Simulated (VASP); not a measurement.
A run of VASP 6.6.1:

The input INCAR:

```
AGGAC = 0.0
ALGO = Normal
EDIFF = 1E-6
EDIFFG = -0.02
ENCUT = 600
GGA = BO
IBRION = 2
ISIF = 3
ISMEAR = -1
LASPH = T
LCHARG = F
LREAL = F
LUSE_VDW = T
LWAVE = F
NELM = 60
NSW = 60
PARAM1 = 0.1833333333
PARAM2 = 0.22
PREC = Accurate
SIGMA = 0.05
```

KPOINTS

```
k-points
0
Gamma
  11 11 11
```

File POSCAR:

```
Ag
1.0
    0.0000000000      2.0427500000      2.0427500000
    2.0427500000      0.0000000000      2.0427500000
    2.0427500000      2.0427500000      0.0000000000
Ag
1
Direct
    0.0000000000      0.0000000000      0.0000000000
```

Potentials or basis: VASP PAW PBE potentials, release 64 (Ag).

The run is started by

```sh
$ cat potpaw_PBE.64/Ag/POTCAR > POTCAR
$ mpirun -np 1 vasp_std > vasp.out
```

Hardware: 1 thread of AMD EPYC 9R45 96-Core Processor (Zen 5) (shared host).

Problem. Estimate the wall time of this run.

Solution. It took 30 s on 1 thread of AMD EPYC 9R45 96-Core Processor (Zen 5) (shared host), peak memory 0.25 GiB. Counts: scf iterations 23, k points 56, ion steps 3.
